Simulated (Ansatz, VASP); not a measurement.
# PbS: VASP beside Ansatz

```
Pb S
1.0
     0.00000    3.00453    3.00453
     3.00453    0.00000    3.00453
     3.00453    3.00453    0.00000
Pb S
1 1
Direct
  0.50000 0.50000 0.50000
  0.00000 0.00000 0.00000
```

Alike in both runs: task single point; functional PBE; k mesh 10 × 10 × 10; occupations gaussian, width 0.05 eV; no spin polarisation.

```csv
,VASP,Ansatz
version,VASP 6.6.1,Ansatz 0.2.0
potentials or method,"VASP PAW PBE potentials, release 64 (Pb_d, S)","scalar-relativistic, plane waves, PAW"
plane-wave cutoff (eV),520,420
valence electrons in the cell,20,20
```

```tsv
	VASP	Ansatz	Ansatz less VASP
gap on the k mesh at the Fermi level (eV)	0.50	0.49	-0.007
least direct gap on the mesh (eV)	0.50	0.49	-0.007
pressure (GPa)	-0.1	0.0	+0.07
```

Caveats: spin-orbit coupling is left out, which as a rule narrows the gap of such compounds by several tenths of an eV.
